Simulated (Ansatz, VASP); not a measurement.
One calculation of Re, two programs

```
Re
1.0
     2.75341    0.00000    0.00000
    -1.37671    2.38452    0.00000
     0.00000    0.00000    4.43748
Re
2
Direct
  0.33333 0.66667 0.25000
  0.66667 0.33333 0.75000
```

Alike in both runs: functional PBEsol; k mesh 18 × 18 × 10; occupations fermi-dirac, width 0.15 eV; no spin polarisation.

Ansatz relaxed the structure, and its values are those at the end. VASP's run is a single point on that final structure, the one shown.

|  | VASP | Ansatz |
| --- | --- | --- |
| version | VASP 6.6.1 | Ansatz 0.2.0 |
| potentials or method | VASP PAW PBE potentials, release 64 (Re) | scalar-relativistic, plane waves, PAW |
| plane-wave cutoff (eV) | 520 | 420 |
| valence electrons in the cell | 14 | 30 |

```tsv
	VASP	Ansatz	Ansatz less VASP
gap on the k mesh at the Fermi level (eV)	none	none	-
pressure (GPa)	0.0	0.0	-0.02
```

A gap of «none» marks a metal or a gap that the smearing closes. The functional is the same, so the differences come from potentials, cutoffs and numerics. The two sets of potentials don't hold the same shells in valence.

Caveats: the PAW data sets were made with another functional, which shifts forces and pressure a little (VASP). The runs have no spin-orbit coupling, so splittings on Re are missing.
